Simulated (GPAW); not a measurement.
The system is MoS2.

```
Mo S
1.0
     3.22746    0.00000    0.00000
    -1.61373    2.79507    0.00000
     0.00000    0.00000    6.31247
Mo S
1 2
Direct
  0.00000 0.00000 0.50000
  0.66667 0.33333 0.74468
  0.33333 0.66667 0.25532
```

Measurements of this composition are mostly on another form, of space group No. 194.

- Program: GPAW 26.7.0
- Task: relaxation of cell and atoms
- Functional: LDA
- Potentials or basis: the program's PAW data sets (release 1.2.1) made for this functional
- Cutoff: 600 eV
- Basis: pw
- k mesh: 7 × 7 × 3
- Occupations: fermi-dirac, width 0.05 eV
- Spin: no spin polarisation

At the start: pressure -6.1 GPa; volume 18.98 Å³/atom.

Task: Where does the relaxation end?

Result: Over 14 steps the energy falls by 38.1 meV/atom and the volume is 16.39 Å³/atom (-13.6 %); space group P-3m1 (No. 164, to 0.05 Å).

The path:
```csv
step,energy change (eV),largest force (eV/Å),pressure (GPa),volume (Å³)
1,0.0000,0.2166,-6.14,56.94
2,-0.0213,0.0212,-4.59,56.36
3,-0.0506,0.4716,-0.20,54.64
4,-0.0580,0.4687,0.21,54.25
5,-0.0844,0.1844,0.42,52.52
6,-0.0863,0.0730,-0.09,52.30
7,-0.0870,0.0227,-0.32,52.17
8,-0.0882,0.0335,-0.57,51.98
9,-0.0915,0.1356,-1.00,51.49
10,-0.0980,0.2501,-1.39,50.62
11,-0.1057,0.2881,-1.37,49.68
12,-0.1115,0.1835,-1.06,49.37
13,-0.1130,0.0183,-0.12,48.77
14,-0.1143,0.0121,-0.08,49.17
```

Final structure:
```
Mo S
1.0
     3.15085    0.00000    0.00000
    -1.57542    2.72871    0.00000
     0.00000    0.00000    5.71932
Mo S
1 2
Direct
  0.00000 0.00000 0.50000
  0.66667 0.33333 0.77220
  0.33333 0.66667 0.22780
```

Caveat: later steps reuse the first step's grids.
